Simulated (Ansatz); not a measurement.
# GaN (F-43m) in Ansatz: a series of runs

One crystal, GaN, is run at these levels: RPBE+D3(BJ), revPBE, BLYP, PBE; tasks: relaxation of cell and atoms, single point.

Program: Ansatz 0.2.0. These are calculated values, not measurements. Logs are shortened: lines on timing, memory, paths and dates and some standing lists are left out, and cuts for length are marked.

**The experiment to reproduce.**

A printed reference work, textbook reports, for a bulk crystal of GaN at 0 K: band gap 3.299 eV (direct).

The runs below are set against these values where they give the same quantity.

## 1. The crystal as given

Symmetry: F-43m, No. 216, cubic system. The conventional cell has a = 4.507 Å, b = 4.507 Å, c = 4.507 Å, α = 90.00°, β = 90.00°, γ = 90.00°. Around Ga (site symmetry -43m) lie 4 N at 1.95 Å. Around N (site symmetry -43m) lie 4 Ga at 1.95 Å.

The cell is a database's computed one.

## 2. Relaxation of cell and atoms, RPBE+D3(BJ)

input.yaml

```yaml
crystal:
  lattice:
    - [0.0, 2.2535006075, 2.2535006075]
    - [2.2535006075, 0.0, 2.2535006075]
    - [2.2535006075, 2.2535006075, 0.0]
  atoms:
    - { symbol: Ga, position: [0.0, 0.0, 0.0] }
    - { symbol: "N", position: [0.25, 0.25, 0.25] }
hamiltonian:
  xc: rpbe
  pseudopotentials: { kind: paw }
  dispersion: d3bj
kpoints:
  mp_grid: { grid: [10, 10, 10] }
scf:
  occupations: { method: fermi_dirac, width: 0.05 }
output:
  forces: true
  stress: true
relax:
  f_tol: 0.01
  max_steps: 40
  cell: { stress_tol: 0.05 }
```

Potentials or basis: Ansatz PAW.

Command:

```console
$ ansatz run input.yaml --threads 2 --pin off --max-ram 5632MiB --backend cpu --events-out ev --progress --plain --runs-dir out
```

Log:

```text
Warning: RAYON_NUM_THREADS=2 ignored (pool sized by the plan → 2); use --threads N
Engine: ansatz 0.2.0, x86_64-unknown-linux-gnu
Pseudopotentials: kind: paw
Pseudopotential: Ga, paw, valence charge 13, recommended cutoff 420 eV (normal), Ga.paw.azcp
Pseudopotential: N, paw, valence charge 5, recommended cutoff 420 eV (normal), N.paw.azcp
Functional definition: RPBE
  parameter kappa = 0.804
  parameter beta = 0.06672455060314922
  exchange = rpbe_x(kappa = kappa, mu = beta*pi^2/3)
  correlation = pbe_c(beta = beta)
Crystal: 2 atoms, lattice volume = 22.888 Å³
Basis set: ecut = 420 eV, 459 PW (Γ), exchange–correlation on 48×48×48 points (8 copies of the dense FFT grid, shifted against one another)
Bands: 13, of which v1, the nominal top of the filled ones, is band 9 counted from 1 (8 counted from 0)
Symmetry: 24 space group operations
Space group: F-43m (ITA 216), of the structure as read, at distance tolerance 2.8e-5 Å
k-points: 47 of 1000 (time reversal used)
Non-local potential: Ga, projectors of the file, l = 0: 2, l = 1: 2, l = 2: 3, l = 3: 1
Non-local potential: N, projectors of the file, l = 0: 2, l = 1: 2, l = 2: 1
PAW form: soft (Blöchl's): semilocal exchange-correlation on the pseudo side does not see the compensation charge
PAW frozen core: Ga, regenerated for the run's functional, and the local potential with it (the file was generated under x = pbe(κ = 0.804, μ = 0.2195149727645171), c = pbe(β = 0.06672455060314922))
PAW frozen core: N, regenerated for the run's functional, and the local potential with it (the file was generated under x = pbe(κ = 0.804, μ = 0.2195149727645171), c = pbe(β = 0.06672455060314922))
PAW one-centre angular grid: Ga, 590 points (default); XC on 64 Gauss nodes
PAW one-centre angular grid: N, 110 points (default); XC on 64 Gauss nodes
Initial density: superposition of atomic densities (neutral atoms: chi_scale 0, normalization atom), corrected by the library's trained network
Initial wavefunctions: pseudopotential atomic-orbital guess
Functional: x = rpbe, c = pbe(β = 0.06672455060314922)
SCF iter   1: F=—  HF=-4177.167361 eV  |F-HF|=—  |Δ(HF+E_count)|=         —  Δρ=3.83e-3  dr2=1.80e-3  ethr=1.77e-3  ⟨swp⟩=4.9  Hψ=3165  notcnv=0
preconditioner: auto → none  [insulator: Δε(μ)=1.771 eV  Ē_g=18.855 eV  σ=0.050 eV  W_gap=1.00  n_scr=8 (ndim 8)  ℏωp=32.9 eV  f_vac=0.001  D(μ)=0.00/eV (n_scr^D=0)  ε∞_Penn≈4.1]
SCF iter   2: F=—  HF=-4177.166925 eV  |F-HF|=—  |Δ(HF+E_count)|=   4.36e-4  Δρ=1.38e-3  dr2=3.98e-4  ethr=1.00e-5  ⟨swp⟩=2.0  Hψ=1425  notcnv=0
SCF iter   3: F=—  HF=-4177.166884 eV  |F-HF|=—  |Δ(HF+E_count)|=   4.07e-5  Δρ=7.88e-4  dr2=7.93e-5  ethr=2.21e-6  ⟨swp⟩=2.7  Hψ=1083  notcnv=0
SCF iter   4: F=—  HF=-4177.166902 eV  |F-HF|=—  |Δ(HF+E_count)|=   1.82e-5  Δρ=5.81e-5  dr2=3.63e-7  ethr=4.40e-7  ⟨swp⟩=2.9  Hψ=1072  notcnv=0
iter 5 did not close the SCF: its close was put off for the readings that it lacked (scf_convergence_deferred on its scf_iter line)
SCF iter   5: F=-4177.166903 eV  HF=-4177.166903 eV  |F-HF|=1.08e-8  |Δ(HF+E_count)|=   7.07e-7  Δρ=7.76e-6  dr2=1.30e-8  ethr=2.01e-9  ⟨swp⟩=2.4  Hψ=1029  notcnv=0
SCF iter   6: F=-4177.166903 eV  HF=-4177.166903 eV  |F-HF|=4.62e-10  |Δ(HF+E_count)|=   1.66e-8  Δρ=1.14e-6  dr2=1.82e-10  ethr=7.25e-11  ⟨swp⟩=2.0  Hψ=2031  notcnv=0
SCF 1 converged in 6 iterations: F = -4177.166903 eV  dr2 = 1.82e-10
relax step   1: F+E_penalty+E_count = -4177.16690309 eV  Δ(F+E_penalty+E_count) = +0.000e0 eV  max|allowed force component| = 2.220e-16 eV/Å  Δτ_max = 0.0000 Å  P = -10.127 GPa  Ω = 22.888 Å³  (6 SCF iters, dr2 threshold 1.00e-7 eV, accepted)
Crystal: 2 atoms, lattice volume = 22.163 Å³
Basis set: ecut = 420 eV, 411 PW (Γ), exchange–correlation on 48×48×48 points (8 copies of the dense FFT grid, shifted against one another)
Initial density: handed on by an earlier stage of this run
Initial wavefunctions: those handed on with the density
iter 1 solved again at ethr=5.16e-5 eV; its pass at ethr=3.10e-3 eV (dr2=9.30e-3 eV) is discarded
SCF iter   1: F=—  HF=-4177.204258 eV  |F-HF|=—  |Δ(HF+E_count)|=         —  Δρ=6.17e-3  dr2=9.31e-3  ethr=5.16e-5  ⟨swp⟩=1.0  Hψ=3899  notcnv=0
preconditioner: auto → none  [insulator: Δε(μ)=1.997 eV  Ē_g=19.085 eV  σ=0.050 eV  W_gap=1.00  n_scr=8 (ndim 8)  ℏωp=33.5 eV  f_vac=0.000  D(μ)=0.00/eV (n_scr^D=0)  ε∞_Penn≈4.1]
SCF iter   2: F=—  HF=-4177.202247 eV  |F-HF|=—  |Δ(HF+E_count)|=   2.01e-3  Δρ=2.16e-3  dr2=1.31e-3  ethr=5.16e-5  ⟨swp⟩=2.2  Hψ=845  notcnv=0
SCF iter   3: F=—  HF=-4177.202058 eV  |F-HF|=—  |Δ(HF+E_count)|=   1.88e-4  Δρ=4.05e-4  dr2=2.09e-5  ethr=7.26e-6  ⟨swp⟩=2.3  Hψ=833  notcnv=0
SCF iter   4: F=—  HF=-4177.202055 eV  |F-HF|=—  |Δ(HF+E_count)|=   3.81e-6  Δρ=1.76e-4  dr2=3.77e-6  ethr=1.16e-7  ⟨swp⟩=2.0  Hψ=1012  notcnv=0
iter 5 did not close the SCF: its close was put off for the readings that it lacked (scf_convergence_deferred on its scf_iter line)
SCF iter   5: F=-4177.202057 eV  HF=-4177.202057 eV  |F-HF|=1.22e-7  |Δ(HF+E_count)|=   2.67e-6  Δρ=3.43e-5  dr2=1.58e-7  ethr=2.10e-8  ⟨swp⟩=2.5  Hψ=1025  notcnv=0
[... 44 lines left out ...]
preconditioner: auto → none  [insulator: Δε(μ)=2.098 eV  Ē_g=19.254 eV  σ=0.050 eV  W_gap=1.00  n_scr=8 (ndim 8)  ℏωp=33.8 eV  f_vac=0.000  D(μ)=0.00/eV (n_scr^D=0)  ε∞_Penn≈4.1]
SCF iter   2: F=—  HF=-4177.207110 eV  |F-HF|=—  |Δ(HF+E_count)|=   1.65e-6  Δρ=6.64e-5  dr2=1.19e-6  ethr=4.68e-8  ⟨swp⟩=1.8  Hψ=801  notcnv=0
iter 3 did not close the SCF: its close was put off for the readings that it lacked (scf_convergence_deferred on its scf_iter line)
SCF iter   3: F=-4177.207110 eV  HF=-4177.207110 eV  |F-HF|=2.97e-8  |Δ(HF+E_count)|=   1.70e-7  Δρ=1.31e-5  dr2=2.11e-8  ethr=6.60e-9  ⟨swp⟩=2.2  Hψ=811  notcnv=0
iter 4 did not close the SCF: its close was put off for the readings that it lacked (scf_convergence_deferred on its scf_iter line)
SCF iter   4: F=-4177.207110 eV  HF=-4177.207110 eV  |F-HF|=1.99e-9  |Δ(HF+E_count)|=   7.98e-9  Δρ=5.57e-6  dr2=3.59e-9  ethr=1.17e-10  ⟨swp⟩=2.0  Hψ=1024  notcnv=0
iter 5 did not close the SCF: its close was put off for the readings that it lacked (scf_convergence_deferred on its scf_iter line)
SCF iter   5: F=-4177.207110 eV  HF=-4177.207110 eV  |F-HF|=9.64e-11  |Δ(HF+E_count)|=   3.06e-9  Δρ=9.59e-7  dr2=1.26e-10  ethr=2.00e-11  ⟨swp⟩=2.7  Hψ=1044  notcnv=0
SCF iter   6: F=-4177.207110 eV  HF=-4177.207110 eV  |F-HF|=3.64e-12  |Δ(HF+E_count)|=  1.64e-10  Δρ=9.29e-8  dr2=1.10e-12  ethr=1.00e-12  ⟨swp⟩=1.1  Hψ=1822  notcnv=0
SCF 6 converged in 6 iterations: F = -4177.207110 eV  dr2 = 1.10e-12
relax step   6: F+E_penalty+E_count = -4177.20711012 eV  Δ(F+E_penalty+E_count) = -7.401e-5 eV  max|allowed force component| = 6.476e-17 eV/Å  Δτ_max = 0.0000 Å  P = -0.001 GPa  Ω = 21.679 Å³  energy of the carried Pulay correction = +6.154e-5 eV  (6 SCF iters, dr2 threshold 9.78e-8 eV, accepted)
iter 1 solved again at ethr=1.88e-8 eV; its pass at ethr=3.10e-3 eV (dr2=3.38e-6 eV) is discarded
SCF iter   1: F=—  HF=-4177.207070 eV  |F-HF|=—  |Δ(HF+E_count)|=         —  Δρ=3.20e-6  dr2=3.49e-10  ethr=1.88e-8  ⟨swp⟩=3.1  Hψ=4900  notcnv=0
preconditioner: auto → none  [insulator: Δε(μ)=2.096 eV  Ē_g=19.254 eV  σ=0.050 eV  W_gap=1.00  n_scr=8 (ndim 8)  ℏωp=33.8 eV  f_vac=0.000  D(μ)=0.00/eV (n_scr^D=0)  ε∞_Penn≈4.1]
SCF iter   2: F=—  HF=-4177.207072 eV  |F-HF|=—  |Δ(HF+E_count)|=   2.41e-6  Δρ=1.58e-6  dr2=8.94e-11  ethr=1.94e-12  ⟨swp⟩=2.1  Hψ=1050  notcnv=0
iter 3 did not close the SCF: its close was put off for the readings that it lacked (scf_convergence_deferred on its scf_iter line)
SCF iter   3: F=-4177.207072 eV  HF=-4177.207072 eV  |F-HF|=4.55e-12  |Δ(HF+E_count)|=  3.07e-10  Δρ=2.75e-7  dr2=3.78e-12  ethr=1.00e-12  ⟨swp⟩=2.7  Hψ=1031  notcnv=0
iter 4 did not close the SCF: its close was put off for the readings that it lacked (scf_convergence_deferred on its scf_iter line)
SCF iter   4: F=-4177.207072 eV  HF=-4177.207072 eV  |F-HF|=9.09e-13  |Δ(HF+E_count)|=  3.64e-12  Δρ=9.96e-8  dr2=5.62e-13  ethr=1.00e-12  ⟨swp⟩=1.0  Hψ=611  notcnv=0
iter 5 did not close the SCF: its close was put off for the readings that it lacked (scf_convergence_deferred on its scf_iter line)
SCF iter   5: F=-4177.207072 eV  HF=-4177.207072 eV  |F-HF|=9.09e-13  |Δ(HF+E_count)|=  9.09e-13  Δρ=1.44e-8  dr2=1.51e-14  ethr=1.00e-12  ⟨swp⟩=1.0  Hψ=611  notcnv=0
iter 6 did not close the SCF: its close was put off for the readings that it lacked (scf_convergence_deferred on its scf_iter line)
SCF iter   6: F=-4177.207072 eV  HF=-4177.207072 eV  |F-HF|=0.00e0  |Δ(HF+E_count)|=  9.09e-13  Δρ=3.96e-9  dr2=9.07e-16  ethr=1.00e-12  ⟨swp⟩=1.0  Hψ=611  notcnv=0
SCF iter   7: F=-4177.207072 eV  HF=-4177.207072 eV  |F-HF|=0.00e0  |Δ(HF+E_count)|=  1.82e-12  Δρ=5.47e-10  dr2=1.64e-17  ethr=1.00e-12  ⟨swp⟩=2.0  Hψ=1832  notcnv=0
SCF 7 converged in 7 iterations: F = -4177.207072 eV  dr2 = 1.64e-17
relax step   7: F+E_penalty+E_count = -4177.20707213 eV  Δ(F+E_penalty+E_count) = +3.799e-5 eV  max|allowed force component| = 7.401e-17 eV/Å  Δτ_max = 0.0000 Å  P = -0.003 GPa  Ω = 21.679 Å³  stress off target by 3.43e-3 GPa  SCF on the basis re-selected at this cell (its energy is not comparable with the rows above)  (7 SCF iters)
basis re-selected at this cell: Δ(F+E_penalty+E_count) = +3.799e-5 eV, ΔP = -0.003 GPa vs the last step (what re-selecting the basis moved, of the pressure what is left beyond the Pulay correction that the steps carried, after the strain that the cell walked since its last selection, with what the two solves' SCF thresholds leave and, on support functions, any second-order correction that the steps lacked; it is no measure of the basis error at this ecutwfc). This SCF's stress stands 3.43e-3 GPa from its target on what of the cell is left free (relax.cell.stress_tol is 5.00e-2 GPa) and its largest allowed force component is 7.40e-17 eV/Å (relax.f_tol is 1.00e-2 eV/Å): within both
SCF converged after 7 iterations
Free energy (F): -4177.207072 eV
Harris-Foulkes:  -4177.207072 eV  (|F-HF|=0.00e0)
Internal energy: -4177.207072 eV  (E = F + TS)
E sigma→0 (E₀):  -4177.207072 eV
Fermi energy:    11.726302 eV
--- Per-component energies (eV) ---
  E_band       = 10.325462
  E_kinetic    = 249.573973
  E_local      = -1906.810301  (includes V_loc(G=0)·N_el)
  E_nonlocal   = 473.587277
  E_hartree    = 882.131680
  E_xc         = -129.918289
  E_vxc        = -135.249128  (∫ρ·V_xc dr)
  E_paw        = -2126.822966  (= ΣΔE_a)
  E_vpaw       = -435.039756  (= ΣTr[D̂ρ^β])
  E_aug_tail   = 0.000038  (compensation charges beyond the density's cutoff)
  E_ewald      = -1616.400458
  E_disp       = -2.405665  (pairwise vdW)
  E_core_change = -0.142360  (= ΣΔE_core)
  E_smearing   = -0.000000  (= −TS)
  E_closure    = 0.000000  (closes the sum)
  Σ components = -4177.207072   (vs F -4177.207072, Δ=0.00e0)
--- Forces (eV/Å), atoms counted from 1 ---
  atom   1  Ga     0.00000000    -0.00000000     0.00000000
  atom   2  N     -0.00000000     0.00000000     0.00000000
  max |Σ_I F_I| component: 3.93e-17 eV/Å
--- Stress (GPa, compression-positive) ---
       -0.003427      -0.000000      -0.000000
       -0.000000      -0.003427      -0.000000
       -0.000000      -0.000000      -0.003427
  P = ⅓ Tr σ = -0.0034 GPa (-0.034 kbar)
--- Relaxed structure (5 steps of the walk, 5 accepted, 2 SCFs on fresh bases) ---
  F+E_penalty+E_count = -4177.20707213 eV   max|allowed force component| = 7.401e-17 eV/Å   (the final SCF, on the basis selected at the relaxed cell)
  cell:  # Å, volume = 21.6792 Å³
    - [-1.0172655568792167e-33, 2.213118422963578, 2.213118422963578]
    - [2.213118422963578, -3.818294657658624e-33, 2.213118422963578]
    - [2.213118422963578, 2.213118422963578, 5.716877309050663e-34]
  atoms:
    - { symbol: Ga, position: [-3.2761169129103092e-34, 4.6292956378080455e-34, 1.7804983222338636e-34] }
    - { symbol: N, position: [0.25000000000000006, 0.25000000000000006, 0.25000000000000006] }
```

Run time: 20 s. Hardware: 2 threads of Intel Xeon at 2.50GHz (Skylake/Cascade Lake), shared host; peak memory 0.34 GiB.

What came out:

| Quantity | Value |
| --- | --- |
| Free energy | -4177.2071 eV |
| Relaxed volume | 10.84 Å³/atom |
| Relaxed cell | a = 3.130 Å, b = 3.130 Å, c = 3.130 Å, α = 60.00°, β = 60.00°, γ = 60.00° |
| Space group after relaxing (to 0.05 Å) | F-43m (No. 216) |
| Energy gained by relaxing | 20.1 meV/atom |
| Ionic steps | 7 |
| Pressure after relaxing | 0.0 GPa |
| Band gap on the k mesh | 2.10 eV |

The path:
```
step  energy change (eV)  largest force (eV/Å)  volume (Å³)
   1              0.0000                0.0000        22.89
   2             -0.0352                0.0000        22.16
   3             -0.0430                0.0000        21.65
   4             -0.0429                0.0000        21.70
   5             -0.0401                0.0000        21.70
   6             -0.0402                0.0000        21.68
   7             -0.0402                0.0000        21.68
```

Final structure:
```yaml
crystal:
  lattice:
    - [0.00000, 2.21312, 2.21312]
    - [2.21312, 0.00000, 2.21312]
    - [2.21312, 2.21312, 0.00000]
  atoms:
    - { symbol: Ga, position: [0.00000, 0.00000, 0.00000] }
    - { symbol: N, position: [0.25000, 0.25000, 0.25000] }
```

Caveat: the plane-wave basis is chosen anew once the cell has moved, so the energies of steps on either side of that aren't comparable; the pressure holds a Pulay correction of +0.5 GPa for the finite cutoff; the PAW data sets come from PBE, with cores solved anew for the run's functional, which leaves a small shift of forces and pressure. A k mesh can miss the band edges.

## 3. Relaxation of cell and atoms, revPBE

input.yaml, as its differences from that of step 2:

```diff
@@ -9,5 +9,4 @@
 hamiltonian:
-  xc: rpbe
+  xc: revpbe
   pseudopotentials: { kind: paw }
-  dispersion: d3bj
 kpoints:
```

Potentials or basis: Ansatz PAW.

Command:

```console
$ ansatz run input.yaml --threads 2 --pin off --max-ram 5632MiB --backend cpu --events-out ev --progress --plain --runs-dir out
```

It took 18 s on 2 threads of Intel Xeon at 2.50GHz (Skylake/Cascade Lake), shared host; peak memory 0.34 GiB.

It converged, with:

```
Free energy                            : -4172.9381 eV
Relaxed volume                         : 11.96 Å³/atom
Relaxed cell                           : a = 3.235 Å, b = 3.235 Å, c = 3.235 Å, α = 60.00°, β = 60.00°, γ = 60.00°
Space group after relaxing (to 0.05 Å) : F-43m (No. 216)
Energy gained by relaxing              : 12.6 meV/atom
Ionic steps                            : 7
Pressure after relaxing                : 0.0 GPa
Band gap on the k mesh                 : 1.46 eV
```

The path:
| step | energy change (eV) | largest force (eV/Å) | volume (Å³) |
| --- | --- | --- | --- |
| 1 | 0.0000 | 0.0000 | 22.89 |
| 2 | -0.0186 | 0.0000 | 23.47 |
| 3 | -0.0217 | 0.0000 | 23.87 |
| 4 | -0.0216 | 0.0000 | 23.90 |
| 5 | -0.0252 | 0.0000 | 23.90 |
| 6 | -0.0251 | 0.0000 | 23.93 |
| 7 | -0.0251 | 0.0000 | 23.93 |

Final structure:
```xyz
2
Lattice="0.0000 2.2872 2.2872 2.2872 0.0000 2.2872 2.2872 2.2872 0.0000" Properties=species:S:1:pos:R:3 pbc="T T T"
Ga    0.0000    0.0000    0.0000
N     1.1436    1.1436    1.1436
```

Caveat: the plane-wave basis is chosen anew once the cell has moved, so the energies of steps on either side of that aren't comparable; the pressure holds a Pulay correction of +0.5 GPa for the finite cutoff; the PAW data sets come from PBE, with cores solved anew for the run's functional, which leaves a small shift of forces and pressure.

(Part 1 of 2 ends here.)
